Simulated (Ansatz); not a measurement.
# PbI2: the cost of one run

Method: DFT PBEsol, all-electron LAPW, scalar-relativistic unless said, in Ansatz 0.2.0.

## 1. The starting structure

Symmetry: P-3m1, No. 164, trigonal system. Conventional cell: a = 4.545 Å, b = 4.545 Å, c = 7.065 Å, α = 90.00°, β = 90.00°, γ = 120.00°. Pb (site symmetry -3m) has 6 I at 3.22 Å in its first shell of neighbours. I (site symmetry 3m) has 3 Pb at 3.22 Å in its first shell of neighbours.

As a file:

```
Pb I
1.0
     4.54519    0.00000    0.00000
    -2.27260    3.93625    0.00000
     0.00000    0.00000    7.06529
Pb I
1 2
Cartesian
  0.0000 0.0000 0.0000
  0.0000 2.6242 1.8599
  2.2726 1.3121 5.2054
```

Cartesian axes are those of the input's lattice vectors. The structure goes back to a database entry.

## 2. Reference run, LAPW

Input file input.yaml:

```yaml
crystal:
  lattice:
    - [4.54519466077, 0.0, 0.0]
    - [-2.27259733038, 3.93625404137, 0.0]
    - [0.0, 0.0, 7.06529107666]
  atoms:
    - { symbol: Pb, position: [0.0, 0.0, 0.0] }
    - { symbol: I, position: [0.333333333333, 0.666666666667, 0.263247549211] }
    - { symbol: I, position: [0.666666666667, 0.333333333333, 0.736752450789] }
kpoints:
  mp_grid: { grid: [6, 6, 4] }
scf:
  occupations: { method: fixed }
hamiltonian:
  xc: pbesol
  pseudopotentials: { kind: all_electron, lapw: { basis_error: 0.001 } }
elastic:
  mode: relaxed_ion
  stencil: two_point
  amplitude: 0.008
```

Started as:

```sh
$ ansatz run input.yaml --threads 2 --pin off --max-ram 5120MiB --backend cpu --events-out ev --progress --plain --runs-dir out
```

Q: Estimate wall time and peak memory on 2 threads of AMD EPYC 9R45 (Zen 5), shared host.

About 2.3 min, with a peak of 0.66 GiB.
